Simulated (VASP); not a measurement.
# Ga (Cmce) in VASP: further runs, part 2 of 2

VASP 6.6.1. The steps go on from the part before.

**3. Relaxation of cell and atoms, PBE**

This run uses another cell than the first one, of 19.59 Å³/atom, 0.965 times its volume.

Input file INCAR:

```
SYSTEM = Ga
ALGO     = Fast           ! electronic algorithm
EDIFF    = 1E-7           ! SCF threshold, eV
EDIFFG   = -0.03          ! ionic threshold
ENCUT    = 600            ! plane-wave cutoff, eV
GGA      = PE             ! functional
IBRION   = 2              ! ionic algorithm
ISIF     = 3              ! what is computed and relaxed
ISMEAR   = 0              ! smearing method
LASPH    = .TRUE.         ! aspherical terms in the spheres
LCHARG   = .FALSE.        ! write CHGCAR
LREAL    = .FALSE.        ! projectors in reciprocal space
LWAVE    = .FALSE.        ! write WAVECAR
NELM     = 100            ! most SCF steps
NSW      = 80             ! ionic steps
PREC     = Accurate       ! precision mode
SIGMA    = 0.05           ! smearing width, eV
```

Input file KPOINTS:

```
k-points
0
G
  6 6 4
  0 0 0
```

Input file POSCAR:

```
Ga
1.0
    2.2615000000     -3.8305000000      0.0000000000
    2.2615000000      3.8305000000      0.0000000000
    0.0000000000      0.0000000000      4.5240000000
Ga
4
Direct
    0.3451000000      0.6549000000      0.5810000000
    0.6549000000      0.3451000000      0.4190000000
    0.8451000000      0.1549000000      0.9190000000
    0.1549000000      0.8451000000      0.0810000000
```

Potentials or basis: VASP PAW PBE potentials, release 64 (Ga_d).

Run with:

```console
> cat potpaw_PBE.64/Ga_d/POTCAR > POTCAR
> mpirun -np 1 vasp_std > vasp.out
```

OUTCAR:

```text
SYSTEM = Ga
   EDIFF = 1E-7
   EDIFFG = -0.03
   ENCUT = 600
   GGA = PE
   IBRION = 2
   ISIF = 3
   ISMEAR = 0
   LASPH = .TRUE.
   LREAL = .FALSE.
   NELM = 100
   NSW = 80
   PREC = Accurate

 ion  position               nearest neighbor table
   1  0.345  0.655  0.581-   2 2.48   4 2.69   4 2.69   3 2.73   3 2.73   2 2.79   2 2.79
   2  0.655  0.345  0.419-   1 2.48   3 2.69   3 2.69   4 2.73   4 2.73   1 2.79   1 2.79
   3  0.845  0.155  0.919-   4 2.48   2 2.69   2 2.69   1 2.73   1 2.73   4 2.79   4 2.79
   4  0.155  0.845  0.081-   3 2.48   1 2.69   1 2.69   2 2.73   2 2.73   3 2.79   3 2.79

  LATTYP: Found a base centered orthorhombic cell.
 ALAT       =     4.5230000000
 B/A-ratio  =     1.6937873093
 C/A-ratio  =     1.0002210922

  Lattice vectors:

 A1 = (   2.2615000000,  -3.8305000000,   0.0000000000)
 A2 = (   2.2615000000,   3.8305000000,   0.0000000000)
 A3 = (   0.0000000000,   0.0000000000,   4.5240000000)

Analysis of symmetry for initial positions (statically):
=====================================================================
 Subroutine PRICEL returns:
 Original cell was already a primitive cell.

 Routine SETGRP: Setting up the symmetry group for a
 base centered orthorhombic supercell.

[... 182 lines left out ...]
  -------------------------------------------------------------------------------------
  Total        0.7510345      1.1722820      1.0848690      0.0000000      0.0000000      0.0000000
  in kB       15.3520310     23.9628259     22.1760012      0.0000000      0.0000000      0.0000000
  external PRESSURE =      20.4969527 kB  Pullay stress =       0.0000000 kB
[... 253 lines left out ...]
--------------------------------------- Ionic step        8  -------------------------------------------

 number of electron      52.0000007 magnetization

 Free energy of the ion-electron system (eV)
  ---------------------------------------------------
  ext. energy  EPLUGINS =         0.00000000
  ---------------------------------------------------
  free energy    TOTEN  =       -11.68335462 eV

  energy without entropy =      -11.68207743  energy(sigma->0) =      -11.68271603

 E-fermi :   4.6314     XC(G=0): -10.4608

 val. band max:        4.6072046078   @ k =   0.1667   0.0000   0.2500
 cond. band min:       4.7514625526   @ k =   0.0000   0.0000   0.5000
 fundamental gap:      0.1442579448
 Fermi energy:         4.6313866628

 k-point     1 :       0.0000    0.0000    0.0000
  band No.  band energies     occupation
      1     -10.3924      2.00000
      2     -10.3860      2.00000
      3     -10.3576      2.00000
      4     -10.3407      2.00000
      5     -10.3232      2.00000
      6     -10.3005      2.00000
[... 805 lines left out ...]
     30       8.8184      0.00000
     31       9.8783      0.00000

 [... further k-points ...]

------------------------ aborting loop because EDIFF is reached ----------------------------------------

  FORCE on cell =-STRESS in cart. coord.  units (eV):
  Direction    XX          YY          ZZ          XY          YZ          ZX
  --------------------------------------------------------------------------------------
  -------------------------------------------------------------------------------------
  Total        0.0102931     -0.0825190      0.0267283      0.0000000      0.0000000      0.0000000
  in kB        0.2025769     -1.6240441      0.5260365      0.0000000      0.0000000      0.0000000
  external PRESSURE =      -0.2984769 kB  Pullay stress =       0.0000000 kB
[... 19 lines left out ...]
  FREE ENERGIE OF THE ION-ELECTRON SYSTEM (eV)
  ---------------------------------------------------
  free  energy   TOTEN  =       -11.6833546194 eV

  energy  without entropy=      -11.6820774341  energy(sigma->0) =      -11.68271603

 reached required accuracy - stopping structural energy minimisation
```

It took 4 min on 1 thread of Intel Xeon 6975P-C (Granite Rapids), shared host; peak memory 0.26 GiB.

Results:

- Free energy: -11.6834 eV
- Relaxed volume: 20.35 Å³/atom
- Relaxed cell: a = 4.502 Å, b = 4.502 Å, c = 4.592 Å, α = 90.00°, β = 90.00°, γ = 119.00°
- Space group after relaxing (to 0.05 Å): Cmce (No. 64)
- Energy gained by relaxing: 5.3 meV/atom
- Ionic steps: 8
- Pressure after relaxing: 0.0 GPa
- Largest force after relaxing: 0.026 eV/Å
- Band gap on the k mesh: none (metal or under the smearing width)

Forces on the atoms (eV/Å):
```
Ga   0.000  0.020  0.016
Ga   0.000 -0.020 -0.016
Ga   0.000  0.020 -0.016
Ga   0.000 -0.020  0.016
```

Stress tensor (GPa, compression positive):
```
 0.02  0.00  0.00
 0.00 -0.16  0.00
 0.00  0.00  0.05
```

The path:
| step | energy change (eV) | largest force (eV/Å) | pressure (GPa) | volume (Å³) |
| --- | --- | --- | --- | --- |
| 1 | 0.0000 | 0.1358 | 2.05 | 78.38 |
| 2 | -0.0207 | 0.0318 | 0.50 | 81.26 |
| 3 | -0.0194 | 0.0097 | -0.56 | 82.14 |
| 4 | -0.0205 | 0.0218 | -0.20 | 81.67 |
| 5 | -0.0207 | 0.0253 | -0.06 | 81.55 |
| 6 | -0.0207 | 0.0270 | -0.09 | 81.49 |
| 7 | -0.0207 | 0.0303 | 0.04 | 81.37 |
| 8 | -0.0213 | 0.0259 | -0.03 | 81.41 |

Final structure:
```
CELL_PARAMETERS angstrom
2.28499 -3.87927 0.00000
2.28499 3.87927 0.00000
0.00000 0.00000 4.59201
ATOMIC_POSITIONS crystal
Ga 0.34410 0.65590 0.58165
Ga 0.65590 0.34410 0.41835
Ga 0.84410 0.15590 0.91835
Ga 0.15590 0.84410 0.08165
```

Levels at points of the mesh, in eV from the Fermi level:
```tsv
k point	band 23	band 24	band 25	band 26	band 27	band 28	band 29	band 30
(0.00, 0.00, 0.00)	-3.58	-1.76	-1.54	-0.61	0.93	1.01	1.20	4.93
(0.50, 0.00, 0.00)	-3.36	-3.36	-1.21	-1.21	0.78	0.78	4.03	4.03
(0.50, 0.50, 0.00)	-4.11	-3.03	-1.75	-1.40	1.17	1.31	3.23	3.75
(0.00, 0.00, 0.50)	-0.26	-0.26	0.12	0.12	0.14	0.14	2.08	2.08
(0.50, 0.00, 0.50)	-6.01	-6.01	-1.38	-1.38	0.57	0.57	7.00	7.00
(0.50, 0.50, 0.50)	-5.17	-5.17	-1.10	-1.10	-0.83	-0.83	6.45	6.45
```
